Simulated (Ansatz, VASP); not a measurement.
## One calculation of MgO2, two programs

```xyz
12
Lattice="4.8408 0.0000 0.0000 0.0000 4.8408 0.0000 0.0000 0.0000 4.8408" Properties=species:S:1:pos:R:3 pbc="T T T"
Mg    0.0000    2.4204    2.4204
Mg    2.4204    2.4204    0.0000
Mg    2.4204    0.0000    2.4204
Mg    0.0000    0.0000    0.0000
O     1.9926    0.4278    4.4131
O     0.4278    4.4131    1.9926
O     4.4131    1.9926    0.4278
O     2.8482    2.8482    2.8482
O     1.9926    1.9926    1.9926
O     0.4278    2.8482    4.4131
O     4.4131    0.4278    2.8482
O     2.8482    4.4131    0.4278
```

Alike in both runs: functional PBEsol; k mesh 6 × 6 × 6; no spin polarisation.

Ansatz relaxed the structure, and its values are those at the end. VASP's run is a single point on that final structure, the one shown.

```csv
,VASP,Ansatz
version,VASP 6.6.1,Ansatz 0.2.0
potentials or method,"VASP PAW PBE potentials, release 64 (Mg, O)","scalar-relativistic, plane waves, PAW"
plane-wave cutoff (eV),520,420
occupations,"gaussian, width 0.01 eV",fixed
valence electrons in the cell,56,88
```

|  | VASP | Ansatz | Ansatz less VASP |
| --- | --- | --- | --- |
| gap on the k mesh at the Fermi level (eV) | 3.95 | 3.97 | +0.026 |
| least direct gap on the mesh (eV) | 4.07 | 4.10 | +0.025 |
| pressure (GPa) | -0.1 | 0.0 | +0.09 |
| rms of the force components (eV/Å) | 0.093 | 0.000 | -0.0931 |

The two sets of potentials don't hold the same shells in valence.

Caveats: the PAW data sets were made with another functional, which shifts forces and pressure a little (VASP). A k mesh can miss the band edges.
